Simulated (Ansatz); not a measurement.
Reactions of C₂H₃Cl₃Ge (`C=[CH][Ge]([Cl])([Cl])[Cl]`).

Isolated molecules relaxed with PBE0-D4/def2-TZVP in Ansatz; ΔE leaves out vibrations. CBS: MP2 limit from def2 TZ/QZ plus the TZ coupled-cluster correction, frozen cores. This one scheme is used for every species. Functionals use def2-TZVPP. B3LYP here is the variant with VWN-RPA as its local correlation; programs differ in this. Elements past krypton have def2 core potentials. For Ge, I, Se, Sn outer-core shells are correlated without core-valence functions, which leaves a few kJ/mol of doubt a bond. Scalar relativity is left out up to krypton. Each species was taken in one conformer, which may not be the lowest.

```
                                                                                                               reaction  ωB97M-V (eV)  r2SCAN-D4 (eV)  B3LYP-D4 (eV)  B2PLYP (eV)  CCSD(T)/CBS(def2) (eV)
                         `C=[CH][Ge]([Cl])([Cl])[Cl]` + `CC(=O)CC(C)C` → `CC(C)[CH2][Ge]([Cl])([Cl])[Cl]` + `C=CC(C)=O`         -0.15           -0.19          -0.20        -0.16                   -0.18
                                           `C=[CH][Ge]([Cl])([Cl])[Cl]` + CH₃OH → `C[O][Ge]([Cl])([Cl])[Cl]` + ethylene         -0.36           -0.39          -0.37        -0.39                   -0.34
                                               `C=[CH][Ge]([Cl])([Cl])[Cl]` + HI → `[Cl][Ge]([Cl])([Cl])[I]` + ethylene         -0.69           -0.72          -0.75        -0.72                   -0.70
`C=[CH][Ge]([Cl])([Cl])[Cl]` + `[Cl][Sn]([Cl])([Cl])[SeH]` → `[Cl][Ge]([Cl])([Cl])[SeH]` + `C=[CH][Sn]([Cl])([Cl])[Cl]`          0.27            0.28           0.28         0.28                    0.30
                                                                `C=[CH][Ge]([Cl])([Cl])[Cl]` → `[Cl][Ge][Cl]` + `C=CCl`          1.73            1.82           1.54         1.64                    1.81
                               `C=[CH][Ge]([Cl])([Cl])[Cl]` + `O[SiH2][SeH]` → `C=C[Se][SiH2]O` + `[Cl][GeH]([Cl])[Cl]`          0.45            0.40           0.41         0.42                    0.46
       `C=[CH][Ge]([Cl])([Cl])[Cl]` + `[SiH3]N([SiH3])[SiH2]Cl` → `[SiH3][Ge]([Cl])([Cl])[Cl]` + `C=CN([SiH3])[SiH2]Cl`          0.89            0.78           0.79         0.88                    0.94
                                             `C=[CH][Ge]([Cl])([Cl])[Cl]` + H₂S → `[SH][Ge]([Cl])([Cl])[Cl]` + ethylene         -0.42           -0.45          -0.45        -0.44                   -0.39
```

Largest T1 diagnostic: 0.014, for `C=CC(C)=O`.
